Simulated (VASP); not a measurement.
# BN (F-43m) in VASP: further runs

One crystal, BN, is run at these levels: PBE; tasks: relaxation of cell and atoms.

Program: VASP 6.6.1. These are calculated values, not measurements. Logs are shortened: lines on timing, memory, paths and dates and some standing lists are left out, and cuts for length are marked.

### 1 The crystal as given

Symmetry: F-43m, No. 216, cubic system. Conventional cell: a = 3.615 Å, b = 3.615 Å, c = 3.615 Å, α = 90.00°, β = 90.00°, γ = 90.00°. Around B (site symmetry -43m) lie 4 N at 1.57 Å. N (site symmetry -43m) has 4 B at 1.57 Å as nearest neighbours.

### 2 Relaxation of cell and atoms, PBE

INCAR reads:

```
SYSTEM = BN
PREC = Accurate
ENCUT = 520
EDIFF = 1E-7
ISMEAR = 0
SIGMA = 0.02
LREAL = .False.
LASPH = .True.
NELM = 80
ALGO = Fast
ISIF = 3
LWAVE = .False.
LCHARG = .False.
GGA = PE
IBRION = 2
NSW = 80
EDIFFG = -0.002
```

KPOINTS reads:

```
Automatic mesh
0
Gamma
  6 6 6
  0 0 0
```

POSCAR reads:

```
BN
1.0
    0.0000000000      1.8075000000      1.8075000000
    1.8075000000      0.0000000000      1.8075000000
    1.8075000000      1.8075000000      0.0000000000
B N
1 1
Direct
    0.0000000000      0.0000000000      0.0000000000
    0.2500000000      0.2500000000      0.2500000000
```

Potentials or basis: VASP PAW PBE potentials, release 64 (B, N).

The run is started by

```sh
$ cat potpaw_PBE.64/B/POTCAR potpaw_PBE.64/N/POTCAR > POTCAR
$ mpirun -np 1 vasp_std > vasp.out
```

OUTCAR:

```text
SYSTEM = BN
   PREC = Accurate
   ENCUT = 520
   EDIFF = 1E-7
   ISMEAR = 0
   LREAL = .False.
   LASPH = .True.
   NELM = 80
   ISIF = 3
   GGA = PE
   IBRION = 2
   NSW = 80
   EDIFFG = -0.002

 ion  position               nearest neighbor table
   1  0.000  0.000  0.000-   2 1.57   2 1.57   2 1.57   2 1.57
   2  0.250  0.250  0.250-   1 1.57   1 1.57   1 1.57   1 1.57

  LATTYP: Found a face centered cubic cell.
 ALAT       =     3.6150000000

  Lattice vectors:

 A1 = (   0.0000000000,   1.8075000000,   1.8075000000)
 A2 = (   1.8075000000,   0.0000000000,   1.8075000000)
 A3 = (   1.8075000000,   1.8075000000,   0.0000000000)

Analysis of symmetry for initial positions (statically):
=====================================================================
 Subroutine PRICEL returns:
 Original cell was already a primitive cell.

 Routine SETGRP: Setting up the symmetry group for a
 face centered cubic supercell.

 Subroutine GETGRP returns: Found 24 space group operations
 (whereof 24 operations were pure point group operations)
 out of a pool of 48 trial point group operations.

The static configuration has the point symmetry T_d .

Analysis of symmetry for dynamics (positions and initial velocities):
=====================================================================
 Subroutine PRICEL returns:
 Original cell was already a primitive cell.

 Routine SETGRP: Setting up the symmetry group for a
 face centered cubic supercell.

 Subroutine GETGRP returns: Found 24 space group operations
 (whereof 24 operations were pure point group operations)
 out of a pool of 48 trial point group operations.

The dynamic configuration has the point symmetry T_d .

 Subroutine INISYM returns: Found 24 space group operations
 (whereof 24 operations are pure point group operations),
 and found     1 'primitive' translations

----------------------------------------------------------------------------------------

                                     Primitive cell

  volume of cell :      11.8104

  direct lattice vectors                    reciprocal lattice vectors
     0.000000000  1.807500000  1.807500000    -0.276625173  0.276625173  0.276625173
     1.807500000  0.000000000  1.807500000     0.276625173 -0.276625173  0.276625173
     1.807500000  1.807500000  0.000000000     0.276625173  0.276625173 -0.276625173

  length of vectors
     2.556191014  2.556191014  2.556191014     0.479128854  0.479128854  0.479128854

  position of ions in fractional coordinates (direct lattice)
     0.000000000  0.000000000  0.000000000
     0.250000000  0.250000000  0.250000000

  ion indices of the primitive-cell ions
   primitive index   ion index
                 1           1
                 2           2

----------------------------------------------------------------------------------------

 KPOINTS: Automatic mesh

Automatic generation of k-mesh.
 Grid dimensions read from file:
 generate k-points for:    6    6    6

 Generating k-lattice:

  Cartesian coordinates                     Fractional coordinates (reciprocal lattice)
    -0.046104195  0.046104195  0.046104195     0.166666667  0.000000000  0.000000000
     0.046104195 -0.046104195  0.046104195     0.000000000  0.166666667  0.000000000
     0.046104195  0.046104195 -0.046104195     0.000000000  0.000000000  0.166666667

  Length of vectors
     0.079854809  0.079854809  0.079854809

  Shift w.r.t. Gamma in fractional coordinates (k-lattice)
     0.000000000  0.000000000  0.000000000

 Subroutine IBZKPT returns following result:
 ===========================================

 Found     16 irreducible k-points:

 Following reciprocal coordinates:
            Coordinates               Weight
  0.000000  0.000000  0.000000      1.000000
  0.166667  0.000000  0.000000      8.000000
  0.333333  0.000000  0.000000      8.000000
  0.500000  0.000000  0.000000      4.000000
  0.166667  0.166667  0.000000      6.000000
  0.333333  0.166667  0.000000     24.000000
[... 8 lines left out ...]
 -0.333333  0.333333  0.166667     24.000000
 -0.333333  0.500000  0.166667     12.000000
   k-points           NKPTS =     16   k-points in BZ     NKDIM =     16   number of bands    NBANDS=      8
   number of dos      NEDOS =    301   number of ions     NIONS =      2
   total plane-waves  NPLWV =   8000
   dimension x,y,z NGX =    20 NGY =   20 NGZ =   20
   dimension x,y,z NGXF=    40 NGYF=   40 NGZF=   40
   ions per type =               1   1
   NGX,Y,Z   is equivalent  to a cutoff of  13.01, 13.01, 13.01 a.u.
   NGXF,Y,Z  is equivalent  to a cutoff of  26.01, 26.01, 26.01 a.u.
 SYSTEM =  BN
   PREC   = accura    normal or accurate (medium, high low for compatibility)
   ISTART =      0    job   : 0-new  1-cont  2-samecut
   ICHARG =      2    charge: 1-file 2-atom 10-const
   ISPIN  =      1    spin polarized calculation?
   LNONCOLLINEAR =      F non collinear calculations
   LSORBIT =      F    spin-orbit coupling
   LASPH  =      T    aspherical Exc in radial PAW
   ENCUT  =  520.0 eV  38.22 Ry    6.18 a.u.   4.75  4.75  4.75*2*pi/ulx,y,z
   NELM   =     80;   NELMIN=  2; NELMDL= -5     # of ELM steps
   EDIFF  = 0.1E-06   stopping-criterion for ELM
   LREAL  =      F    real-space projection
   EDIFFG = -.2E-02   stopping-criterion for IOM
   NSW    =     80    number of steps for IOM
   IBRION =      2    ionic relax: 0-MD 1-quasi-New 2-CG
   NFREE  =      1    steps in history (QN), initial steepest desc. (CG)
   ISIF   =      3    stress and relaxation
   ISYM   =      2    0-nonsym 1-usesym 2-fastsym
   POTIM  = 0.5000    time-step for ionic-motion
   TEBEG  =    0.0;   TEEND  =   0.0 temperature during run
   PSTRESS=    0.0 pullay stress
   NELECT =       8.0000    total number of electrons
   NUPDOWN=      -1.0000    fix difference up-down
   EMIN   =  10.00;   EMAX   =-10.00  energy-range for DOS
   EFERMI =   0.00;   METHOD = LEGACY
   ISMEAR =     0;   SIGMA  =   0.02  broadening in eV -4-tet -1-fermi 0-gaus
   EFERMI_NEDOS =   21; number of points for ismear=-14 and -15
   IALGO  =     68    algorithm
   IMIX   =      4    mixing-type and parameters
     AMIX     =   0.40;   BMIX     =  1.00
     AMIX_MAG =   1.60;   BMIX_MAG =  1.00
  volume/ion in A,a.u.               =       5.91        39.85
  Fermi-wavevector in a.u.,A,eV,Ry     =   1.437749  2.716952 28.124920  2.067123
  Thomas-Fermi vector in A             =   2.556793
   LORBIT       =      0    0 simple, 1 ext, 2 COOP (PROOUT), +10 PAW based schemes
   GGA     = PE    functional components
   LHFCALC =     F    Hartree Fock is set to
   AEXX    =    0.0000 exact exchange contribution
   IVDW    =     0    specifies the selected vdW correction
   LEPSILON=     F    determine dielectric tensor
   LRPA    =     F    only Hartree local field effects (RPA)
 conjugate gradient relaxation of ions
 non-spin polarized calculation
 RMM-DIIS sequential band-by-band and
 Gauss-broadening in eV      SIGMA  =   0.02
  energy-cutoff  :      520.00
  volume of cell :       11.81
 maximum number of plane-waves:       332
   NGX =  9   NGY =  9   NGZ =  9

--------------------------------------- Ionic step        1  -------------------------------------------

 number of electron       7.9999999 magnetization

 Free energy of the ion-electron system (eV)
  ---------------------------------------------------
  ext. energy  EPLUGINS =         0.00000000
  ---------------------------------------------------
  free energy    TOTEN  =       -17.44585235 eV

  energy without entropy =      -17.44585235  energy(sigma->0) =      -17.44585235

------------------------ aborting loop because EDIFF is reached ----------------------------------------

  FORCE on cell =-STRESS in cart. coord.  units (eV):
  Direction    XX          YY          ZZ          XY          YZ          ZX
  --------------------------------------------------------------------------------------
  -------------------------------------------------------------------------------------
  Total        0.2452630      0.2452630      0.2452630      0.0000000      0.0000000      0.0000000
  in kB       33.2719014     33.2719014     33.2719014      0.0000000      0.0000000      0.0000000
  external PRESSURE =      33.2719014 kB  Pullay stress =       0.0000000 kB

 VOLUME and BASIS-vectors are now :
 -----------------------------------------------------------------------------
  energy-cutoff  :      520.00
  volume of cell :       11.81
      direct lattice vectors                 reciprocal lattice vectors
     0.000000000  1.807500000  1.807500000    -0.276625173  0.276625173  0.276625173
     1.807500000  0.000000000  1.807500000     0.276625173 -0.276625173  0.276625173
     1.807500000  1.807500000  0.000000000     0.276625173  0.276625173 -0.276625173

 POSITION                                       TOTAL-FORCE (eV/Angst)
 -----------------------------------------------------------------------------------
      0.00000      0.00000      0.00000         0.000000      0.000000      0.000000
      0.90375      0.90375      0.90375        -0.000000     -0.000000     -0.000000
 -----------------------------------------------------------------------------------
    total drift:                                0.000000      0.000000      0.000000

  FREE ENERGIE OF THE ION-ELECTRON SYSTEM (eV)
  ---------------------------------------------------
  free  energy   TOTEN  =       -17.4458523454 eV
[... 17 lines left out ...]
 VOLUME and BASIS-vectors are now :
 -----------------------------------------------------------------------------
  energy-cutoff  :      520.00
  volume of cell :       12.02
      direct lattice vectors                 reciprocal lattice vectors
    -0.000000000  1.818193293  1.818193293    -0.274998264  0.274998264  0.274998264
     1.818193293 -0.000000000  1.818193293     0.274998264 -0.274998264  0.274998264
     1.818193293  1.818193293  0.000000000     0.274998264  0.274998264 -0.274998264

 POSITION                                       TOTAL-FORCE (eV/Angst)
 -----------------------------------------------------------------------------------
      0.00000      0.00000      0.00000        -0.000000     -0.000000     -0.000000
      0.90910      0.90910      0.90910         0.000000      0.000000      0.000000
 -----------------------------------------------------------------------------------
    total drift:                                0.000000      0.000000      0.000000

  FREE ENERGIE OF THE ION-ELECTRON SYSTEM (eV)
  ---------------------------------------------------
  free  energy   TOTEN  =       -17.4458110941 eV

  energy  without entropy=      -17.4458110941  energy(sigma->0) =      -17.44581109

--------------------------------------- Ionic step        3  -------------------------------------------

 number of electron       7.9999999 magnetization

 Free energy of the ion-electron system (eV)
  ---------------------------------------------------
  ext. energy  EPLUGINS =         0.00000000
  ---------------------------------------------------
  free energy    TOTEN  =       -17.44691883 eV

  energy without entropy =      -17.44691883  energy(sigma->0) =      -17.44691883

 E-fermi :   7.4098     XC(G=0): -12.7781

 val. band max:        7.2987008082   @ k =   0.0000   0.0000   0.0000
 cond. band min:      11.7467058329   @ k =   0.5000   0.5000   0.0000
 fundamental gap:      4.4480050247
 Fermi energy:         7.4098407779

 k-point     1 :       0.0000    0.0000    0.0000
  band No.  band energies     occupation
      1     -12.8342      2.00000
      2       7.2987      2.00000
      3       7.2987      2.00000
      4       7.2987      2.00000
      5      16.0746      0.00000
      6      16.0746      0.00000
      7      16.0746      0.00000
      8      17.5057      0.00000

 k-point     2 :       0.1667    0.0000    0.0000
  band No.  band energies     occupation
      1     -12.1690      2.00000
      2       4.3042      2.00000
      3       6.6839      2.00000
      4       6.6839      2.00000
      5      16.5659      0.00000
      6      16.9777      0.00000
      7      16.9777      0.00000
      8      19.4134      0.00000

 k-point     3 :       0.3333    0.0000    0.0000
  band No.  band energies     occupation
      1     -10.3212      2.00000
      2      -0.5179      2.00000
      3       5.7509      2.00000
      4       5.7509      2.00000
      5      17.1025      0.00000
      6      17.8962      0.00000
      7      17.8962      0.00000
      8      21.7301      0.00000
[... 154 lines left out ...]
 VOLUME and BASIS-vectors are now :
 -----------------------------------------------------------------------------
  energy-cutoff  :      520.00
  volume of cell :       11.91
      direct lattice vectors                 reciprocal lattice vectors
    -0.000000000  1.812772470  1.812772470    -0.275820605  0.275820605  0.275820605
     1.812772470 -0.000000000  1.812772470     0.275820605 -0.275820605  0.275820605
     1.812772470  1.812772470  0.000000000     0.275820605  0.275820605 -0.275820605

 POSITION                                       TOTAL-FORCE (eV/Angst)
 -----------------------------------------------------------------------------------
      0.00000      0.00000      0.00000         0.000000      0.000000      0.000000
      0.90639      0.90639      0.90639        -0.000000     -0.000000     -0.000000
 -----------------------------------------------------------------------------------
    total drift:                                0.000000      0.000000      0.000000

  FREE ENERGIE OF THE ION-ELECTRON SYSTEM (eV)
  ---------------------------------------------------
  free  energy   TOTEN  =       -17.4469188334 eV

  energy  without entropy=      -17.4469188334  energy(sigma->0) =      -17.44691883

 reached required accuracy - stopping structural energy minimisation
```

It took 5.8 s on 1 thread of Intel Xeon Platinum 8259CL at 2.50GHz (Skylake/Cascade Lake), shared host; peak memory 0.12 GiB.

What came out:

- Free energy: -17.4469 eV
- Relaxed volume: 5.96 Å³/atom
- Relaxed cell: a = 2.564 Å, b = 2.564 Å, c = 2.564 Å, α = 60.00°, β = 60.00°, γ = 60.00°
- Space group after relaxing (to 0.05 Å): F-43m (No. 216)
- Energy gained by relaxing: 0.5 meV/atom
- Ionic steps: 3
- Pressure after relaxing: 0.0 GPa
- Band gap on the k mesh: 4.45 eV, indirect (least direct gap 8.78 eV)

The path:
| step | energy change (eV) | largest force (eV/Å) | pressure (GPa) | volume (Å³) |
| --- | --- | --- | --- | --- |
| 1 | 0.0000 | 0.0000 | 3.33 | 11.81 |
| 2 | 0.0000 | 0.0000 | -3.27 | 12.02 |
| 3 | -0.0011 | 0.0000 | 0.00 | 11.91 |

Final structure:
```
B N
1.0
     0.00000    1.81277    1.81277
     1.81277    0.00000    1.81277
     1.81277    1.81277    0.00000
B N
1 1
Cartesian
  0.0000 0.0000 0.0000
  0.9064 0.9064 0.9064
```

Caveat: the k mesh is coarse (spacing up to 0.50 Å⁻¹), so the values aren't converged. A k mesh can miss the band edges.

### 3 Relaxation of cell and atoms, PBE

This run uses another cell than the first one, of 5.96 Å³/atom, 1.009 times its volume.

INCAR is that of step 2.

KPOINTS is that of step 2.

POSCAR reads:

```
BN                                      
1.0
   -0.0000000000      1.8127724699      1.8127724699
    1.8127724699     -0.0000000000      1.8127724699
    1.8127724699      1.8127724699      0.0000000000
  B               N             
     1     1
Direct
     0.0000000000000000    0.0000000000000000    0.0000000000000000
     0.2500000000000000    0.2500000000000000    0.2500000000000000
```

Potentials or basis: VASP PAW PBE potentials, release 64 (B, N).

The run is started by

```sh
$ cat potpaw_PBE.64/B/POTCAR potpaw_PBE.64/N/POTCAR > POTCAR
$ mpirun -np 1 vasp_std > vasp.out
```

Wall time 2.8 s (1 thread of Intel Xeon Platinum 8259CL at 2.50GHz (Skylake/Cascade Lake), shared host); peak memory 0.11 GiB.

Results (log left out):

```
Free energy             : -17.4471 eV
Pressure after relaxing : 0.0 GPa
Band gap on the k mesh  : 4.45 eV, indirect (least direct gap 8.78 eV)
```

Final structure:
```
B N
1.0
     0.00000    1.81277    1.81277
     1.81277    0.00000    1.81277
     1.81277    1.81277    0.00000
B N
1 1
Direct
  0.00000 0.00000 0.00000
  0.25000 0.25000 0.25000
```

Levels at points of the mesh, in eV from the valence-band top:
```
           k point  band 1  band 2  band 3  band 4  band 5  band 6  band 7  band 8
(0.00, 0.00, 0.00)  -20.13    0.00    0.00    0.00    8.78    8.78    8.78   10.21
(0.50, 0.00, 0.00)  -15.96  -10.61   -1.92   -1.92   10.03   10.66   10.66   15.17
(0.50, 0.50, 0.00)  -14.60   -8.86   -4.86   -4.86    4.45    9.18   17.78   17.78
```

Caveat: the k mesh is coarse (spacing up to 0.50 Å⁻¹), so the values aren't converged; the relaxation stopped at its first step, so nothing moved. A k mesh can miss the band edges.
